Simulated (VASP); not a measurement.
**H: single point with PBE+D3(BJ)**

The system is H.

```
CELL_PARAMETERS angstrom
6.21446 0.00000 0.00000
0.00000 6.21446 0.00000
0.00000 0.00000 6.21446
ATOMIC_POSITIONS crystal
H 0.55298 0.96147 0.71257
H 0.62005 0.03715 0.77926
H 0.75119 0.18290 0.14487
H 0.74852 0.29715 0.10547
H 0.44651 0.23813 0.54482
H 0.43565 0.30267 0.44305
H 0.36785 0.57915 0.19046
H 0.41288 0.47398 0.15175
H 0.06439 0.72426 0.33505
H 0.02294 0.76062 0.22738
H 0.68337 0.66257 0.53415
H 0.68515 0.63047 0.41785
H 0.99284 0.28261 0.61720
H 0.99459 0.27878 0.49674
H 0.46185 0.53109 0.85741
H 0.47825 0.48121 0.74863
H 0.19303 0.81257 0.66323
H 0.26633 0.88107 0.59564
H 0.97155 0.81956 0.89779
H 0.85209 0.80148 0.90405
```

The cell was built by a generator and needn't be a form met in nature.

```yaml
Program: VASP 6.6.1
Task: single point
Functional: PBE
Dispersion: D3(BJ)
Potentials_or_basis: VASP PAW PBE potentials, release 64 (H)
Cutoff: 520 eV
k_mesh: 1 × 1 × 1
Occupations: fermi-dirac, width 0.02 eV
Spin: no spin polarisation
```

- Pressure: 0.7 GPa
- Largest force: 0.184 eV/Å
- Band gap on the k mesh: 8.98 eV, direct
- Dispersion energy per atom: -0.019 eV

Forces in eV/Å, atoms in the order of the input:
```
H    0.095  0.080  0.116
H   -0.035 -0.081 -0.036
H   -0.008  0.055 -0.008
H    0.004 -0.059  0.009
H   -0.014  0.057 -0.131
H   -0.005 -0.036  0.012
H    0.009 -0.031  0.041
H   -0.017  0.036  0.077
H   -0.059  0.070 -0.160
H    0.054 -0.049  0.133
H   -0.014 -0.003 -0.007
H   -0.024 -0.002  0.009
H   -0.008 -0.001 -0.016
H   -0.014  0.009  0.055
H    0.010 -0.015 -0.066
H    0.010  0.003  0.008
H    0.048  0.027 -0.010
H   -0.072 -0.040  0.037
H   -0.052 -0.023 -0.032
H    0.092  0.005 -0.032
```

Stress tensor (GPa, compression positive):
```
 0.74 -0.12  0.03
-0.12  0.26 -0.03
 0.03 -0.03  1.10
```

Levels at points of the mesh, in eV from the valence-band top:
```csv
k point,band 6,band 7,band 8,band 9,band 10,band 11,band 12,band 13,band 14,band 15
"(0.00, 0.00, 0.00)",-0.84,-0.62,-0.47,-0.25,0.00,8.98,9.38,9.70,9.90,10.22
```

Run time: 19 s on 1 thread of Intel(R) Xeon(R) Platinum 8375C CPU @ 2.90GHz (Ice Lake), with other jobs on the host, peak memory 0.28 GiB.

A hybrid or GW would open this gap; PBE tends to underestimate it.
